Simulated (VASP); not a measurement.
Set up this calculation in VASP 6.6.1, as the native input.

- Task: band structure
- Functional: r2SCAN50
- Potentials or basis: VASP PAW PBE potentials, release 64 (Os)
- Cutoff: 520 eV
- k mesh: 6 × 6 × 3
- Occupations: fermi-dirac, width 0.05 eV
- Spin: no spin polarisation
- Grid for exact exchange (PRECFOCK): Fast
- Exchange at q = 0: default
- Further INCAR settings: ALGO = Normal; EDIFF = 1e-07

The system is Os.

```xyz
2
Lattice="2.7341 0.0000 0.0000 -1.3671 2.3678 0.0000 0.0000 0.0000 4.3197" Properties=species:S:1:pos:R:3 pbc="T T T"
Os    1.3671    0.7893    3.2398
Os    0.0000    1.5785    1.0799
```

The input as run:

POSCAR

```
Os
1.0
    2.7341000000      0.0000000000      0.0000000000
   -1.3670500000      2.3678000565      0.0000000000
    0.0000000000      0.0000000000      4.3197000000
Os
2
Direct
    0.6666666667      0.3333333333      0.7500000000
    0.3333333333      0.6666666667      0.2500000000
```

INCAR.step1

```
SYSTEM = Os
ALGO = Normal ; EDIFF = 1E-5
ENCUT = 520 ; GGA = PE
ISIF = 2 ; ISMEAR = -1
LASPH = .True. ; LCHARG = .False.
LMAXMIX = 4 ; LREAL = .False.
LWAVE = .True. ; NELM = 80
PREC = Accurate ; SIGMA = 0.05
```

INCAR.step2

```
SYSTEM = Os
AEXX = 0.5 ; ALGO = Normal
EDIFF = 1E-7 ; ENCUT = 520
ISIF = 2 ; ISMEAR = -1
ISTART = 1 ; LASPH = .True.
LCHARG = .False. ; LHFCALC = .True.
LMAXMIX = 4 ; LMIXTAU = .True.
LREAL = .False. ; LWAVE = .False.
METAGGA = R2SCAN ; NELM = 80
PREC = Accurate ; PRECFOCK = Fast
SIGMA = 0.05
```

KPOINTS

```
k-points
0
Gamma
  6 6 3
  0 0 0
```

KPOINTS_OPT

```
path GMKGALHA,LM,KH
12
line-mode
reciprocal
 0.0000000000  0.0000000000  0.0000000000  G
 0.5000000000  0.0000000000  0.0000000000  M

 0.5000000000  0.0000000000  0.0000000000  M
 0.3333333333  0.3333333333  0.0000000000  K

 0.3333333333  0.3333333333  0.0000000000  K
 0.0000000000  0.0000000000  0.0000000000  G

 0.0000000000  0.0000000000  0.0000000000  G
 0.0000000000  0.0000000000  0.5000000000  A

 0.0000000000  0.0000000000  0.5000000000  A
 0.5000000000  0.0000000000  0.5000000000  L

 0.5000000000  0.0000000000  0.5000000000  L
 0.3333333333  0.3333333333  0.5000000000  H

 0.3333333333  0.3333333333  0.5000000000  H
 0.0000000000  0.0000000000  0.5000000000  A

 0.5000000000  0.0000000000  0.5000000000  L
 0.5000000000  0.0000000000  0.0000000000  M

 0.3333333333  0.3333333333  0.0000000000  K
 0.3333333333  0.3333333333  0.5000000000  H
```

Potentials or basis: VASP PAW PBE potentials, release 64 (Os).

The run is started by

```bash
$ cat potpaw_PBE.64/Os/POTCAR > POTCAR
$ cp INCAR.step1 INCAR
$ mpirun -np 1 vasp_std > vasp.out
$ cp INCAR.step2 INCAR
$ mpirun -np 1 vasp_std > vasp.out
```

Results of the run:

| Quantity | Value |
| --- | --- |
| Pressure | -19.0 GPa |

Caveat: the k mesh is coarse (spacing up to 0.48 Å⁻¹), so the values aren't converged, least of all with exact exchange; an unscreened hybrid on a path of extra k points without a Coulomb cutoff has errors near the mesh points, so the bands along the path aren't reliable; so large a pressure means that the cell lies far from this level's equilibrium, or that cutoff or potentials fall short; the potentials were made for another functional, which shifts forces and pressure.

It took 21 min on 1 thread of AMD EPYC 9R45 96-Core Processor (Zen 5), with other jobs on the host, peak memory 0.14 GiB.
